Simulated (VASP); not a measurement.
**Results of a VASP single-point calculation on Mg2Si (strained antifluorite)**

POSCAR

```
Si Mg
 1.0000000000000000
     0.0000000000000000    3.2640320809999999    3.2640320809999999
     3.2640320809999999    0.0000000000000000    3.2640320809999999
     3.2640320809999999    3.2640320809999999    0.0000000000000000
 Si  Mg
   1   2
Cartesian
  0.0000000000000000  0.0000000000000000  0.0000000000000000
  1.6320160404999999  1.6320160404999999  1.6320160404999999
  4.8960481214999998  4.8960481214999998  4.8960481214999998
```

* gap between bands v and c: 0.54 eV
* least direct gap: 1.94 eV

Band v is the last that the valence electrons fill when counted band by band, and c is the next. Levels in eV from the top of v:

```csv
point,v−1,v,c,c+1
Γ,0.00,0.00,1.94,2.71
X,-1.92,-1.92,0.54,0.61
K,-3.34,-1.61,0.96,3.18
L,-0.71,-0.71,1.38,2.77
W,-3.52,-2.55,2.93,3.72
```

Which of these levels of theory gave these results?
A. PBE0
B. LDA
C. PBE
D. HSE06
E. PBEsol
F. PBE with spin–orbit coupling
G. r²SCAN

G.

The INCAR was:

```
ENCUT = 520
LWAVE = .FALSE.
NELM = 120
ALGO = Normal
LASPH = .TRUE.
METAGGA = R2SCAN
NBANDS = 11
ISMEAR = 0
NSW = 0
PREC = Accurate
ISIF = 2
LCHARG = .FALSE.
LREAL = .FALSE.
EDIFF = 1E-7
IBRION = -1
SIGMA = 0.01
```
